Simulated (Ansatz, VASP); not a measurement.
NaHF2 in VASP and in Ansatz

Contents of INCAR:

```
SYSTEM = NaHF2
PREC = Accurate
ENCUT = 520
EDIFF = 1E-6
ISMEAR = 0
SIGMA = 0.05
LREAL = .False.
LASPH = .True.
NELM = 60
ALGO = Normal
ISIF = 2
LWAVE = .False.
LCHARG = .False.
GGA = PS
NBANDS = 19
```

KPOINTS

```
Automatic mesh
0
Gamma
  9 9 9
  0 0 0
```

POSCAR

```
NaHF2
1.0
    1.7284452171      0.9979183114      4.4069271639
   -1.7284452171      0.9979183114      4.4069271639
    0.0000000000     -1.9958366228      4.4069271639
Na H F
1 1 2
Direct
    0.0000000000      0.0000000000      0.0000000000
    0.5000000000      0.5000000000      0.5000000000
    0.4100000000      0.4100000000      0.4100000000
    0.5900000000      0.5900000000      0.5900000000
```

Input for Ansatz:

```yaml
crystal:
  lattice:
    - [1.7284452171, 0.9979183114, 4.4069271639]
    - [-1.7284452171, 0.9979183114, 4.4069271639]
    - [0.0, -1.9958366228, 4.4069271639]
  atoms:
    - { symbol: Na, position: [0.0, 0.0, 0.0] }
    - { symbol: H, position: [0.5, 0.5, 0.5] }
    - { symbol: F, position: [0.41, 0.41, 0.41] }
    - { symbol: F, position: [0.59, 0.59, 0.59] }
basis:
  ecutwfc: 420
kpoints:
  mp_grid: { grid: [9, 9, 9] }
hamiltonian:
  xc: pbesol
scf:
  occupations: { method: gaussian, width: 0.05 }
output:
  forces: true
  stress: true
  eigenvalues: true
```

Change from the starting cell: strain +0.000 along x and y, -0.050 along z, atoms carried along.

Alike in both runs: task single point; functional PBEsol; k mesh 9 × 9 × 9; occupations gaussian, width 0.05 eV; no spin polarisation.

|  | VASP | Ansatz |
| --- | --- | --- |
| version | VASP 6.6.1 | Ansatz 0.2.0 |
| potentials or method | VASP PAW PBE potentials, release 64 (Na_pv, H, F) | scalar-relativistic, plane waves, PAW |
| plane-wave cutoff (eV) | 520 | 420 |
| valence electrons in the cell | 22 | 24 |

|  | VASP | Ansatz | Ansatz less VASP |
| --- | --- | --- | --- |
| gap on the k mesh at the Fermi level (eV) | 6.89 | 6.92 | +0.029 |
| least direct gap on the mesh (eV) | 7.07 | 7.09 | +0.023 |
| pressure (GPa) | 0.0 | 0.0 | -0.04 |
| largest component of the traceless stress (GPa) | 5.37 | 5.75 | +0.376 |
| rms of the force components (eV/Å) | 0.603 | 0.623 | +0.0198 |

Atom by atom the forces differ by 0.020 eV/Å (rms over components). The two sets of potentials don't hold the same shells in valence.

Caveats: the PAW data sets were made with another functional, which shifts forces and pressure a little (VASP); an odd mesh through Γ misses points on the zone boundary, where band edges often lie.
